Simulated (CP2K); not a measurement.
Runs of CP2K 2026.2 on BaTe. It takes space group Fm-3m (No. 225, cubic). The conventional cell has a = 6.820 Å, b = 6.820 Å, c = 6.820 Å, α = 90.00°, β = 90.00°, γ = 90.00°. Ba (site symmetry m-3m) is surrounded by 6 Te at 3.41 Å. Te (site symmetry m-3m) is surrounded by 6 Ba at 3.41 Å. 

```tsv
level	gap on the mesh (eV)	pressure (GPa)
OLYP	1.74	5.7
MS2	1.82	4.7
PBEsol	1.24	2.8
revPBE	1.49	(a)
PW91	1.39	(b)
```

Alike in all rows: task single point; potentials or basis POTENTIAL_UZH Ba GTH-PBE-q10, Te GTH-PBE-q6; TZVP-MOLOPT-PBE-GTH basis; no spin polarisation; cell as given; k mesh 7 × 7 × 7; smearing fermi-dirac 0.05 eV.

Fill in the values left out.

(a) 5.1; (b) 4.2.

Caveats: the potentials were made for another functional, which shifts forces and pressure; spin-orbit coupling is left out, which moves the levels of the heavy elements; an odd mesh through Γ misses points on the zone boundary, where band edges often lie; the basis of atomic orbitals isn't converged, which shifts pressures, moduli and gaps.

A k mesh can miss the band edges, and the runs leave out spin-orbit coupling on Ba, Te.

Runs at the PBE level aren't shown here.
